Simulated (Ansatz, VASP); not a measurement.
## One calculation of BN, two programs

```
B N
1.0
     0.00000    1.76909    1.76909
     1.76909    0.00000    1.76909
     1.76909    1.76909    0.00000
B N
1 1
Direct
  0.00000 0.00000 0.00000
  0.50000 0.50000 0.50000
```

Alike in both runs: task single point; functional PBE; k mesh 10 × 10 × 10; no spin polarisation.

|  | VASP | Ansatz |
| --- | --- | --- |
| version | VASP 6.6.1 | Ansatz 0.2.0 |
| potentials or method | VASP PAW PBE potentials, release 64 (B, N) | plane waves, PAW |
| plane-wave cutoff (eV) | 520 | 420 |
| occupations | gaussian, width 0.01 eV | fixed |
| valence electrons in the cell | 8 | 8 |

```csv
,VASP,Ansatz,Ansatz less VASP
gap on the k mesh at the Fermi level (eV),1.05,1.05,+0.004
pressure (GPa),-10.7,-10.6,+0.15
```

A k mesh can miss the band edges. A hybrid or GW would open this gap; PBE tends to underestimate it.
